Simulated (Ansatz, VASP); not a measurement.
**Two plane-wave programs on Be**

File INCAR:

```
  PREC = Accurate
  ENCUT = 600
  EDIFF = 1E-6
  ISMEAR = 0
  SIGMA = 0.1
  LREAL = F
  LASPH = T
  NELM = 100
  ALGO = Normal
  ISIF = 3
  LWAVE = F
  LCHARG = F
  GGA = PS
  IBRION = 2
  NSW = 80
  EDIFFG = -0.01
```

File KPOINTS:

```
regular mesh
0
Gamma
  24 24 24
```

POSCAR

```
Be
1.0
   -1.2469103050      1.2469103050      1.2469103050
    1.2469103050     -1.2469103050      1.2469103050
    1.2469103050      1.2469103050     -1.2469103050
Be
1
Direct
    0.0000000000      0.0000000000      0.0000000000
```

Input for Ansatz:

```yaml
crystal:
  lattice:
    - [-1.246910305, 1.246910305, 1.246910305]
    - [1.246910305, -1.246910305, 1.246910305]
    - [1.246910305, 1.246910305, -1.246910305]
  atoms:
    - { symbol: Be, position: [0.0, 0.0, 0.0] }
basis:
  ecutwfc: 420
kpoints:
  mp_grid: { grid: [24, 24, 24] }
hamiltonian:
  xc: pbesol
scf:
  occupations: { method: gaussian, width: 0.1 }
output:
  forces: true
  stress: true
  eigenvalues: true
relax:
  adjacent_minimum: "off"
  f_tol: 0.01
  max_steps: 60
  cell: { stress_tol: 0.1 }
```

Alike in both runs: task relaxation of cell and atoms; functional PBEsol; k mesh 24 × 24 × 24; occupations gaussian, width 0.1 eV; no spin polarisation.

|  | VASP | Ansatz |
| --- | --- | --- |
| version | VASP 6.6.1 | Ansatz 0.2.0 |
| potentials or method | VASP PAW PBE potentials, release 64 (Be) | scalar-relativistic, plane waves, PAW |
| plane-wave cutoff (eV) | 600 | 420 |
| valence electrons in the cell | 2 | 2 |

```tsv
	VASP	Ansatz	Ansatz less VASP
gap on the k mesh at the Fermi level, each at its own relaxed structure (eV)	none	none	-
relaxed volume (Å³/atom)	7.77	7.75	-0.018
relaxed cell length with the largest relative difference (Å)	2.161	2.159	-0.0016
```

A gap of «none» marks a metal or a gap that the smearing closes.

Caveats: the PAW data sets were made with another functional, which shifts forces and pressure a little (VASP).
